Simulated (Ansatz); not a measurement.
**¹⁷O nuclear quadrupole resonance in SiO2 under strain**

Cell: a structure deposited in the COD, relaxed with PBE at fixed cell and then changed (z compressed by 2 %, ions relaxed).

```yaml
crystal:
  lattice:
    - [4.97270, 0.00000, 0.00000]
    - [0.00000, 4.97270, 0.00000]
    - [0.00000, 0.00000, 6.78719]
  atoms:
    - { symbol: Si, position: [0.30869, 0.30869, 0.00000] }
    - { symbol: Si, position: [0.19131, 0.80869, 0.25000] }
    - { symbol: Si, position: [0.69131, 0.69131, 0.50000] }
    - { symbol: Si, position: [0.80869, 0.19131, 0.75000] }
    - { symbol: O, position: [0.23483, 0.12172, 0.18896] }
    - { symbol: O, position: [0.37828, 0.73483, 0.43896] }
    - { symbol: O, position: [0.76517, 0.87828, 0.68896] }
    - { symbol: O, position: [0.62172, 0.26517, 0.93896] }
    - { symbol: O, position: [0.73483, 0.37828, 0.56104] }
    - { symbol: O, position: [0.87828, 0.76517, 0.31104] }
    - { symbol: O, position: [0.26517, 0.62172, 0.06104] }
    - { symbol: O, position: [0.12172, 0.23483, 0.81104] }
```

Atoms are numbered from 1 in the order listed; like atoms form one site, named after its first atom.

Level of theory: DFT, PBE, plane waves and PAW, scalar-relativistic, 420 eV cutoff, Γ-centred 6×6×5 k-points, Fermi–Dirac smearing 0.02 eV (Ansatz 0.2.0).

¹⁷O: I = 5/2, Q = -25.58 mb (year-2017 value). Static lattice, zero field.

(1) The simulated lines lie at 0.918, 1.72 MHz. What are |C_Q|, η and |V_zz| at O?

Answers

(1) For I = 5/2 and η = 0 the lines are 3|C_Q|/20 and twice that; η pulls their ratio below 2. Here |C_Q| = 5.80 MHz, η = 0.23 and |V_zz| = 9.37 × 10²¹ V/m². The calculation gives V_zz positive; the lines don't show the sign. The site has 2 Si at 1.63 Å, angle 141°.

At O V_zz runs parallel to the line that joins its two neighbours (within 1°).
